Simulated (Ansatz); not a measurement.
# CdO (Monteponite) (Fm-3m) in Ansatz: reference runs

Reference runs on CdO (Monteponite): the cell as given.

Program: Ansatz 0.2.0. These are calculated values, not measurements. Logs are shortened: lines on timing, memory, paths and dates and some standing lists are left out, and cuts for length are marked.

## (1) The crystal as given

Symmetry: Fm-3m, No. 225, cubic system. The conventional cell has a = 4.699 Å, b = 4.699 Å, c = 4.699 Å, α = 90.00°, β = 90.00°, γ = 90.00°. Around Cd (site symmetry m-3m) lie 6 O at 2.35 Å. O (site symmetry m-3m) is surrounded by 6 Cd at 2.35 Å.

## (2) Single point, PBEsol

The input, input.yaml:

```yaml
crystal:
  lattice:
    - [0.0, 2.3495, 2.3495]
    - [2.3495, 0.0, 2.3495]
    - [2.3495, 2.3495, 0.0]
  atoms:
    - { symbol: Cd, position: [0.0, 0.0, 0.0] }
    - { symbol: O, position: [0.5, 0.5, 0.5] }
hamiltonian:
  xc: pbesol
  pseudopotentials: { kind: paw }
kpoints:
  mp_grid: { grid: [10, 10, 10] }
scf:
  occupations: { method: fermi_dirac, width: 0.05 }
output:
  forces: true
  stress: true
  eigenvalues: true
```

Potentials or basis: Ansatz PAW.

Launch:

```sh
$ ansatz run input.yaml --threads 2 --pin off --max-ram 5632MiB --backend cpu --events-out ev --progress --plain --runs-dir out
```

Standard output:

```text
Warning: RAYON_NUM_THREADS=2 ignored (pool sized by the plan → 2); use --threads N
Engine: ansatz 0.2.0, x86_64-unknown-linux-gnu
Pseudopotentials: kind: paw
Pseudopotential: Cd, paw, valence charge 20, recommended cutoff 420 eV (normal), Cd.paw.azcp
Pseudopotential: O, paw, valence charge 6, recommended cutoff 420 eV (normal), O.paw.azcp
Functional definition: PBEsol
  exchange = pbesol_x
  correlation = pbesol_c
Crystal: 2 atoms, lattice volume = 25.939 Å³
Basis set: ecut = 420 eV, 531 PW (Γ), exchange–correlation on 48×48×48 points (8 copies of the dense FFT grid, shifted against one another)
Bands: 17, of which v1, the nominal top of the filled ones, is band 13 counted from 1 (12 counted from 0)
Symmetry: 48 space group operations
Space group: Fm-3m (ITA 225), of the structure as read, at distance tolerance 3.0e-5 Å
k-points: 47 of 1000
Non-local potential: Cd, projectors of the file, l = 0: 3, l = 1: 2, l = 2: 2, l = 3: 1
Non-local potential: O, projectors of the file, l = 0: 2, l = 1: 2, l = 2: 1
PAW form: soft (Blöchl's): semilocal exchange-correlation on the pseudo side does not see the compensation charge
PAW frozen core: Cd, regenerated for the run's functional, and the local potential with it (the file was generated under x = pbe(κ = 0.804, μ = 0.2195149727645171), c = pbe(β = 0.06672455060314922))
PAW frozen core: O, regenerated for the run's functional, and the local potential with it (the file was generated under x = pbe(κ = 0.804, μ = 0.2195149727645171), c = pbe(β = 0.06672455060314922))
PAW one-centre angular grid: Cd, 590 points (default); XC on 64 Gauss nodes
PAW one-centre angular grid: O, 110 points (default); XC on 64 Gauss nodes
Initial density: superposition of atomic densities (neutral atoms: chi_scale 0, normalization atom), corrected by the library's trained network
Initial wavefunctions: pseudopotential atomic-orbital guess
Functional: x = pbesol(κ = 0.804, μ = 0.12345679012345678), c = pbesol(β = 0.046)
SCF iter   1: F=—  HF=-8744.499696 eV  |F-HF|=—  |Δ(HF+E_count)|=         —  Δρ=1.62e-2  dr2=5.78e-2  ethr=1.77e-3  ⟨swp⟩=5.3  Hψ=3574  notcnv=0
preconditioner: auto → none  [insulator: Δε(μ)=0.431 eV  Ē_g=15.240 eV  σ=0.050 eV  W_gap=0.96  n_scr=14 (ndim 8)  ℏωp=30.9 eV  f_vac=0.000  D(μ)=0.04/eV (n_scr^D=0)  ε∞_Penn≈5.1]
SCF iter   2: F=—  HF=-8744.486819 eV  |F-HF|=—  |Δ(HF+E_count)|=   1.29e-2  Δρ=5.52e-3  dr2=8.49e-3  ethr=2.22e-4  ⟨swp⟩=2.0  Hψ=1361  notcnv=0
SCF iter   3: F=—  HF=-8744.484934 eV  |F-HF|=—  |Δ(HF+E_count)|=   1.89e-3  Δρ=1.50e-3  dr2=3.61e-4  ethr=3.26e-5  ⟨swp⟩=2.1  Hψ=1088  notcnv=0
SCF iter   4: F=—  HF=-8744.484820 eV  |F-HF|=—  |Δ(HF+E_count)|=   1.14e-4  Δρ=4.03e-4  dr2=2.12e-5  ethr=1.39e-6  ⟨swp⟩=2.7  Hψ=1525  notcnv=0
SCF iter   5: F=—  HF=-8744.484810 eV  |F-HF|=—  |Δ(HF+E_count)|=   9.46e-6  Δρ=2.44e-5  dr2=6.47e-8  ethr=8.15e-8  ⟨swp⟩=2.1  Hψ=1212  notcnv=0
SCF iter   6: F=-8744.484810 eV  HF=-8744.484810 eV  |F-HF|=7.86e-10  |Δ(HF+E_count)|=   3.52e-8  Δρ=4.63e-6  dr2=3.28e-9  ethr=2.49e-10  ⟨swp⟩=2.0  Hψ=2820  notcnv=0
SCF 1 converged in 6 iterations: F = -8744.484810 eV  dr2 = 3.28e-9
SCF converged after 6 iterations
Free energy (F): -8744.484810 eV
Harris-Foulkes:  -8744.484810 eV  (|F-HF|=7.86e-10)
Internal energy: -8744.484272 eV  (E = F + TS)
E sigma→0 (E₀):  -8744.484541 eV
Entropy (-TS):   -0.000538 eV (-0.269 meV/atom)
Fermi energy:    12.702223 eV
--- Per-component energies (eV) ---
  E_band       = -354.640636
  E_kinetic    = 678.725007
  E_local      = -3034.615480  (includes V_loc(G=0)·N_el)
  E_nonlocal   = 87.223132
  E_hartree    = 1402.968125
  E_xc         = -247.762439
  E_vxc        = -313.843963  (∫ρ·V_xc dr)
  E_paw        = -4167.802166  (= ΣΔE_a)
  E_vpaw       = -578.069667  (= ΣTr[D̂ρ^β])
  E_aug_tail   = 0.002373  (compensation charges beyond the density's cutoff)
  E_ewald      = -3463.600073
  E_core_change = 0.377248  (= ΣΔE_core)
  E_smearing   = -0.000538  (= −TS)
  E_closure    = -0.000000  (closes the sum)
  Σ components = -8744.484810   (vs F -8744.484810, Δ=0.00e0)
--- Forces (eV/Å), atoms counted from 1 ---
  atom   1  Cd    -0.00000000     0.00000000     0.00000000
  atom   2  O      0.00000000    -0.00000000     0.00000000
  max |Σ_I F_I| component: 1.71e-29 eV/Å
--- Stress (GPa, compression-positive) ---
       -0.798499       0.000000       0.000000
       -0.000000      -0.798499       0.000000
       -0.000000       0.000000      -0.798499
  P = ⅓ Tr σ = -0.7985 GPa (-7.985 kbar)
--- Band table (eV; the first three rows and the last of 47) ---
  k-point 0: bands = ["-87.7187", "-48.8374", "-48.8374", "-48.8374", "-4.7774", "5.8826", "5.8826", "5.8826", "6.1853", "6.1853", "11.1455", "11.1455", "11.1455", "12.0246", "26.8389", "29.4265", "29.4265"]
  k-point 1: bands = ["-87.7186", "-48.8390", "-48.8376", "-48.8376", "-4.7066", "5.8396", "5.8985", "5.8985", "6.1159", "6.1159", "10.2502", "11.2902", "11.2902", "13.0671", "25.8327", "28.5817", "28.5817"]
  k-point 2: bands = ["-87.7183", "-48.8432", "-48.8383", "-48.8383", "-4.5150", "5.6757", "5.7723", "5.7723", "6.1256", "6.1256", "9.3386", "11.6522", "11.6522", "14.4408", "23.6565", "27.0354", "27.0354"]
  k-point 46: bands = ["-87.7173", "-48.8501", "-48.8473", "-48.8442", "-4.0172", "5.6095", "5.7401", "5.9059", "6.5897", "6.7954", "9.1899", "9.7586", "10.6050", "18.1885", "21.1243", "21.6407", "23.4805"]
```

It took 2.1 s on 2 threads of AMD EPYC 7R43 (Zen 3), shared host; peak memory 0.34 GiB.

What came out:

| Item | Value |
| --- | --- |
| Free energy | -8744.4848 eV |
| Pressure | -0.8 GPa |
| Band gap on the k mesh | none (metal or under the smearing width) |

Caveat: the pressure holds a Pulay correction of +0.5 GPa for the finite cutoff; the PAW data sets come from PBE, with cores solved anew for the run's functional, which leaves a small shift of forces and pressure; this crystal is a semiconductor, whose small gap the functional closes, so the metal is an error of the method.
